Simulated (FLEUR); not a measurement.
NiO:

```
Ni O
1.0
     0.00000    2.08590    2.08590
     2.08590    0.00000    2.08590
     2.08590    2.08590    0.00000
Ni O
1 1
Direct
  0.00000 0.00000 0.00000
  0.50000 0.50000 0.50000
```

Base run:

* Program: FLEUR MaX-R8.1 (later development tree)
* Functional: PBEsol
* Potentials or basis: all-electron
* Basis: FLAPW
* Kmax: 4.78 1/bohr
* k mesh: 9 × 9 × 9
* Occupations: fermi-dirac, width 0.05 eV
* Spin: collinear spin, ferromagnetic start
* Starting moments: [1.0, 0.0] μB
* Hubbard terms: Ni d U = 6 eV

Its results: band gap on the k mesh 2.32 eV, indirect (least direct gap 3.03 eV); net moment 2.00 μB per cell; site moments Ni +1.77; O +0.20 μB.

Q: The run is repeated on the same cell with these changes: hubbard terms from Ni d U = 6 eV to Ni d U = 0.0 eV. What comes out?

A: Band gap on the k mesh none (metal or under the smearing width); net moment 1.23 μB per cell; site moments Ni +1.04; O +0.17 μB.

Caveats: a cell with one magnetic atom can't hold antiferromagnetic order, which such compounds often take; an odd mesh through Γ misses points on the zone boundary, where band edges often lie (some runs).
